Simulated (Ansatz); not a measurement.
Consider the formal exchange of groups at a C–C bond: `COC(=O)CC#N` + `C=CC` → `C=C(C)C(=O)OC` + `CC#N`.

Program: Ansatz. Geometries: PBE0-D4/def2-TZVP. ΔE: electronic, gas phase. CCSD(T)/CBS is the MP2 limit (def2-TZVPP, def2-QZVPP) plus CCSD(T) − MP2 in def2-TZVPP, frozen cores. This one scheme is used for every species. Functionals use def2-TZVPP. One conformer a species, not always the lowest.

```json
{"level": "r2SCAN-D4", "ΔE (kJ/mol)": "-36.8"}
{"level": "PBE", "ΔE (kJ/mol)": "-32.3"}
```

**Question.** What does CCSD(T)/CBS give? (Estimate.)

**Answer.** Ansatz gave: -34.1 kJ/mol. The listed levels differ from it by -2.7, 1.8 kJ/mol.

Largest T1 diagnostic among the species: 0.015.

The D4 term adds −3.6 kJ/mol with B3LYP and −2.0 kJ/mol with PBE0; it sums over pairs of atoms, weighted by their polarisabilities, and B3LYP, whose exchange is more repulsive, gets the larger term. In def2-TZVPP, CCSD(T) changes the Hartree–Fock value by −5.4 kJ/mol (the triples alone add −1.9 kJ/mol) and MP2 by −6.9 kJ/mol.

B3LYP here is the variant with VWN-RPA as its local correlation; programs differ in this.

CCSD(T)/CBS has its own doubt, a few kJ/mol and more with outer-core shells, so smaller differences from it don't rank the levels.
